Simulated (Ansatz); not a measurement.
The system is Si2Mo.

```
Mo Si
1.0
     4.58547    0.00000    0.00000
    -2.29274    3.97113    0.00000
     0.00000    0.00000    6.57976
Mo Si
3 6
Direct
  0.50000 0.50000 0.83333
  0.00000 0.50000 0.16667
  0.50000 0.00000 0.50000
  0.16387 0.32775 0.50000
  0.67225 0.83613 0.16667
  0.83613 0.16387 0.83333
  0.83613 0.67225 0.50000
  0.32775 0.16387 0.16667
  0.16387 0.83613 0.83333
```

Measurements of this composition are mostly on another form, of space group No. 139.

```yaml
Program: Ansatz 0.2.0
Task: relaxation of cell and atoms
Functional: RPBE
Potentials_or_basis: Ansatz PAW
Cutoff: "420 eV (not typed: the program's choice for these potentials)"
k_mesh: 5 × 5 × 3
Occupations: fermi-dirac, width 0.05 eV
Spin: no spin polarisation
```

At the start: volume 13.31 Å³/atom.

Task: Where does the relaxation end?

Result: It ends after 5 steps and the volume is 13.71 Å³/atom (+3.0 %); space group P6_222 (No. 180, to 0.05 Å).

The path:
```tsv
step	energy change (eV)	largest force (eV/Å)	volume (Å³)
1	0.0000	0.0072	119.81
2	-0.0615	0.0501	124.21
3	-0.0659	0.0103	123.39
4	-0.0659	0.0016	123.35
5	-0.0668	0.0017	123.35
```

Final structure:
```
Mo Si
1.0
     4.63400    0.00000    0.00000
    -2.31700    4.01316    0.00000
     0.00000    0.00000    6.63281
Mo Si
3 6
Direct
  0.50000 0.50000 0.83333
  0.00000 0.50000 0.16667
  0.50000 0.00000 0.50000
  0.16397 0.32794 0.50000
  0.67206 0.83603 0.16667
  0.83603 0.16397 0.83333
  0.83603 0.67206 0.50000
  0.32794 0.16397 0.16667
  0.16397 0.83603 0.83333
```

Caveat: the plane-wave basis is chosen anew once the cell has moved, so the energies of steps on either side of that aren't comparable; the PAW data sets come from PBE, with cores solved anew for the run's functional, which leaves a small shift of forces and pressure.
